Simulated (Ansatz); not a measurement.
Ansatz input file:

```yaml
crystal:
  lattice:
    - [3.5767932952, 0.0, 0.0]
    - [-1.7883966476, 3.0975938577, 0.0]
    - [0.0, 0.0, 6.2429729757]
  atoms:
    - { symbol: Sr, position: [0.3333333333, 0.6666666667, 0.25] }
    - { symbol: Sr, position: [0.6666666667, 0.3333333333, 0.75] }
    - { symbol: O, position: [0.0, 0.0, 0.0] }
    - { symbol: O, position: [0.0, 0.0, 0.5] }
basis:
  ecutwfc: 500
kpoints:
  mp_grid: { grid: [9, 9, 4] }
  band_path: { path: [VBM, CBM], npoints: 2 }
hamiltonian:
  xc: r2scan
scf:
  occupations: { method: gaussian, width: 0.02 }
output:
  forces: false
  stress: false
  eigenvalues: true
checkpoint:
  read: start.run
  write: ck
  compress: false
  write_wavefunctions: false
  write_every: 100000
```

Command:
```bash
ansatz run input.yaml --threads 1 --pin off --max-ram 2560MiB --backend cpu --events-out ev --progress --plain --runs-dir out
```

Method: DFT r2SCAN, scalar-relativistic, plane waves, PAW in Ansatz.

From the run's log, abridged:

```
Pseudopotentials: kind: paw
Pseudopotential: Sr, paw, valence charge 10, recommended cutoff 500 eV (meta_gga)
Pseudopotential: O, paw, valence charge 6, recommended cutoff 500 eV (meta_gga)
Functional definition: r2SCAN
Crystal: 4 atoms, lattice volume = 69.169 Å³
Basis set: ecut = 500 eV, 1763 PW (Γ), exchange–correlation on 108×108×192 points (64 copies of the dense FFT grid, shifted against one another)
Bands: 20, of which v1, the nominal top of the filled ones, is band 16 counted from 1 (15 counted from 0)
Symmetry: 24 space group operations
Space group: P63/mmc (ITA 194), of the structure as read, at distance tolerance 4.1e-5 Å
k-points: 36 of 324
Initial density: read from a saved state, or passed on in memory by an earlier SCF of this step, an earlier step, the calling program or the single point that the run made first
Stability of the state it starts from, as read at its close in the unpolarized treatment: not read negative (Ritz values of 1 − χ₀K, real part plus size of imaginary part, from 0.92 to 1.1, by its mixing steps under the symmetry group of the SCF that read it)
Initial wavefunctions: pseudopotential atomic-orbital guess
Functional: x = r2scan, c = r2scan; τ floored in thin density (d = 2e-4 eV/Å³)
SCF iter   1: F=—  HF=-8253.738803 eV  |F-HF|=—  |Δ(HF+E_count)|=         —  Δρ=3.01e-6  dr2=2.95e-9  dr2_τ=6.36e-10  ethr=1.78e-6  ⟨swp⟩=3.4  Hψ=6861  notcnv=0
SCF iter   2: F=—  HF=-8253.738802 eV  |F-HF|=—  |Δ(HF+E_count)|=   1.36e-6  Δρ=1.85e-6  dr2=2.84e-9  dr2_τ=5.95e-10  ethr=9.21e-12  ⟨swp⟩=7.2  Hψ=3799  notcnv=0
SCF iter   3: F=-8253.738802 eV  HF=-8253.738802 eV  |F-HF|=3.82e-11  |Δ(HF+E_count)|=  3.75e-10  Δρ=9.90e-7  dr2=4.98e-10  dr2_τ=9.85e-11  ethr=8.88e-12  ⟨swp⟩=1.0  Hψ=1797  notcnv=0
SCF 1 converged in 3 iterations: F = -8253.738802 eV  dr2 = 4.98e-10
SCF converged after 3 iterations
Free energy (F): -8253.738802 eV
Harris-Foulkes:  -8253.738802 eV  (|F-HF|=3.82e-11)
Internal energy: -8253.738802 eV  (E = F + TS)
E sigma→0 (E₀):  -8253.738802 eV
Fermi energy:    9.772095 eV
--- Per-component energies (eV) ---
  E_band       = -144.090933
  E_kinetic    = 847.223551
  E_local      = -1752.962458  (includes V_loc(G=0)·N_el)
  E_nonlocal   = 497.304759
  E_hartree    = 479.952060
  E_xc         = -477.974043
  E_vxc        = -572.772694  (∫ρ·V_xc dr)
  E_paw        = -5750.270311  (= ΣΔE_a)
  E_vpaw       = -155.744416  (= ΣTr[D̂ρ^β])
  E_aug_tail   = 0.002039  (compensation charges beyond the density's cutoff)
  E_vtau       = 32.954409  (kinetic-family band-sum trace: ∫τ·v_τ [+ j·A + Jᵃ·Aᵃ] dr)
  E_ewald      = -2096.658442
  E_core_change = -0.355955  (= ΣΔE_core)
  E_smearing   =  0.000000  (= −TS)
--- Band table (eV; the first three rows and the last of 36) ---
  k-point 0: bands = ["-26.0360", "-25.9333", "-9.7795", "-8.4667", "-7.1117", "-7.1117", "-7.0683", "-7.0634", "-7.0634", "-5.8207", "5.3665", "6.9918", "6.9918", "7.2213", "7.2213", "8.0011", "11.5431", "13.3850", "13.7088", "14.7433"]
  k-point 1: bands = ["-26.0211", "-25.9486", "-9.6390", "-8.7581", "-7.1046", "-7.1046", "-7.0704", "-7.0704", "-6.7914", "-5.9570", "5.6598", "7.0137", "7.0137", "7.1752", "7.1752", "7.4531", "12.0815", "13.3913", "13.9235", "15.0222"]
  k-point 2: bands = ["-25.9851", "-25.9851", "-9.2563", "-9.2563", "-7.0875", "-7.0875", "-7.0875", "-7.0875", "-6.3216", "-6.3216", "6.4515", "6.4515", "7.0825", "7.0825", "7.0825", "7.0825", "13.0650", "13.0650", "14.4935", "14.4935"]
  k-point 35: bands = ["-25.8667", "-25.8667", "-9.2259", "-9.2259", "-7.8027", "-7.8027", "-7.1827", "-7.1827", "-6.5829", "-6.5829", "5.9163", "5.9163", "6.9006", "6.9006", "7.2925", "7.2925", "13.4189", "13.4189", "15.2474", "15.2474"]
```

The run converged.

Time: 14 s on 1 thread of Arm Neoverse V1, with other jobs on the host, peak memory 0.42 GiB.

The run starts from the saved density of an earlier one, so iterations and time are fewer than from atoms.